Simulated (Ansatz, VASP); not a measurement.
**Two plane-wave programs on BN**

```xyz
2
Lattice="0.0000 1.7537 1.8861 1.8861 0.0000 1.8861 1.8861 1.7537 0.0000" Properties=species:S:1:pos:R:3 pbc="T T T"
B     0.0000    0.0000    0.0000
N     2.8292    2.6306    2.8292
```

Alike in both runs: task single point; functional PBE; k mesh 12 × 12 × 12; occupations gaussian, width 0.05 eV; no spin polarisation.

|  | VASP | Ansatz |
| --- | --- | --- |
| version | VASP 6.6.1 | Ansatz 0.2.0 |
| potentials or method | VASP PAW PBE potentials, release 64 (B, N) | scalar-relativistic, plane waves, PAW |
| plane-wave cutoff (eV) | 520 | 520 |
| valence electrons in the cell | 8 | 8 |

Ansatz gave:

* gap on the k mesh at the Fermi level (eV): 3.27
* least direct gap on the mesh (eV): 7.86
* pressure (GPa): -16.1
* largest component of the traceless stress (GPa): 25.55

Problem. Estimate VASP's values.

Solution. gap on the k mesh at the Fermi level (eV): 3.26; least direct gap on the mesh (eV): 7.86; pressure (GPa): -16.0; largest component of the traceless stress (GPa): 25.57.

With one functional, cell and mesh, what is left measures potentials, basis and numerics.

Caveats: so large a pressure means that the cell lies far from this level's equilibrium, or that cutoff or potentials fall short (VASP). A k mesh can miss the band edges.
